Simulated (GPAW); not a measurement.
The system is CuO.

```
Cu O
1.0
     3.17550    0.00000    0.00000
     0.00000    3.17550    0.00000
     0.00000    0.00000    4.64953
Cu O
2 2
Direct
  0.00000 0.00000 0.00000
  0.50000 0.50000 0.00000
  0.50000 0.00000 0.26700
  0.00000 0.50000 0.73300
```

The cell was built by a generator and needn't be a form met in nature.

Program: GPAW 26.7.0. Alike in all runs: no spin polarisation; cell as given; cutoff (eV) 800; smearing fermi-dirac 0.05 eV.

Q: Order these runs on this cell by their pressure, lowest first.
A. level PBE; potentials or basis PAW data sets generated in the run's folder for this functional, pw; k mesh 8 × 8 × 6
B. level r2SCAN+U; potentials or basis GPAW PAW data sets (gpaw-data 1.2.1), pw; U Cu d U = 5 eV; k mesh 7 × 7 × 5
C. level r4SCAN; potentials or basis GPAW PAW data sets (gpaw-data 1.2.1), pw; k mesh 6 × 6 × 4; band path GXMGZRAZ,XR,MA; band points 100

A: B (9.9 GPa), C (11.6 GPa), A (18.6 GPa).

Caveats: with this Cu data set, volumes or pressures lay over 1.5 % or 2 GPa off other programs in two to four cells of ten; the run has no spin polarisation, though such a crystal can be magnetic; the PAW data sets were made with another functional, which shifts forces and pressure a little (some runs); U without spin polarisation on a metal has little footing (some runs).

Not every run made on this cell is shown here.
